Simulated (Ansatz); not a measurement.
Level of theory: Ansatz, DFT PBE, scalar-relativistic, plane waves, PAW. Plane waves to 420 eV, a 4×4×4 mesh through Γ for the 16-atom cell and 0.02 eV Gaussian smearing; no spin polarisation.

Formation energies are uncorrected and refer to the elements' standard structures at the same level.

Question: Find a candidate orthorhombic semiconductor with formula BeTe, with a gap near 2.3 eV, a formation energy near −0.30 eV/atom and about 24 Å³ per atom, in a cell of 16 atoms. Its symmetry should be Pbca (No. 61).

Answer: BeTe, space group Pbca (No. 61). Be is surrounded by 4 Te at 2.44–2.48 Å; around Te lie 4 Be at 2.44–2.48 Å.

```yaml
crystal:
  lattice:
    - [6.83497, 0.00000, 0.00000]
    - [0.00000, 8.02232, 0.00000]
    - [0.00000, 0.00000, 6.96607]
  atoms:
    - { symbol: Be, position: [0.83641, 0.86729, 0.58693] }
    - { symbol: Be, position: [0.66359, 0.13271, 0.08693] }
    - { symbol: Be, position: [0.16359, 0.13271, 0.41307] }
    - { symbol: Be, position: [0.33641, 0.86729, 0.91307] }
    - { symbol: Be, position: [0.16359, 0.36729, 0.91307] }
    - { symbol: Be, position: [0.33641, 0.63271, 0.41307] }
    - { symbol: Be, position: [0.66359, 0.36729, 0.58693] }
    - { symbol: Be, position: [0.83641, 0.63271, 0.08693] }
    - { symbol: Te, position: [0.69879, 0.86669, 0.90946] }
    - { symbol: Te, position: [0.80121, 0.13331, 0.40946] }
    - { symbol: Te, position: [0.19879, 0.86669, 0.59054] }
    - { symbol: Te, position: [0.30121, 0.13331, 0.09054] }
    - { symbol: Te, position: [0.30121, 0.36669, 0.59054] }
    - { symbol: Te, position: [0.19879, 0.63331, 0.09054] }
    - { symbol: Te, position: [0.69879, 0.63331, 0.40946] }
    - { symbol: Te, position: [0.80121, 0.36669, 0.90946] }
```

The volume per atom is 23.87 Å³, the density is 4.75 g/cm³ and the energy over the elements is −0.296 eV/atom. The gap on the 4×4×4 mesh of the 16-atom cell is 2.27 eV.

It was reached by relaxing an invented guess, and it needn't be the stable form of this composition. The answer needn't be unique; the calculation gave this one.

These runs have no spin–orbit coupling, which can matter for Te. Kohn–Sham gaps at this level usually fall short of measured ones. The missing spin–orbit coupling can work the other way here. The reference form of Te is held partly by dispersion forces, which this level lacks. Symmetry constrained the relaxation, so the result can be a saddle point.
